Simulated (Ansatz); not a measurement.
Crystal: MnS.

```xyz
2
Lattice="0.0000 2.4735 2.4735 2.4735 0.0000 2.4735 2.4735 2.4735 0.0000" Properties=species:S:1:pos:R:3 pbc="T T T"
Mn    0.0000    0.0000    0.0000
S     3.7102    3.7102    3.7102
```

The cell is a database's computed one.

Base run:

- Program: Ansatz 0.2.0
- Functional: LDA
- Potentials or basis: all-electron LAPW, scalar-relativistic
- Cutoff: 344 eV
- Density cutoff: 1376 eV
- Basis error allowed: 0.001 eV/atom
- k mesh: 9 × 9 × 9
- Occupations: fermi-dirac, width 0.05 eV
- Spin: collinear spin, ferromagnetic start
- Starting moments: [4.0, 0.0] μB

Its results: pressure -6.9 GPa; net moment -0.14 μB per cell; site moments Mn -0.14; S +0.00 μB.

**Question.** The run is repeated on the same cell with these changes: functional from LDA to PBEsol. What comes out?

**Answer.** Pressure -3.0 GPa; net moment 0.24 μB per cell; site moments Mn +0.23; S -0.00 μB.

PBEsol binds less tightly than LDA, so the same cell stands under more pressure.

Caveats: the moment fell far below its start of 4 μB, so a state of higher moment may lie lower in energy.

Not every run made on this cell is shown here.
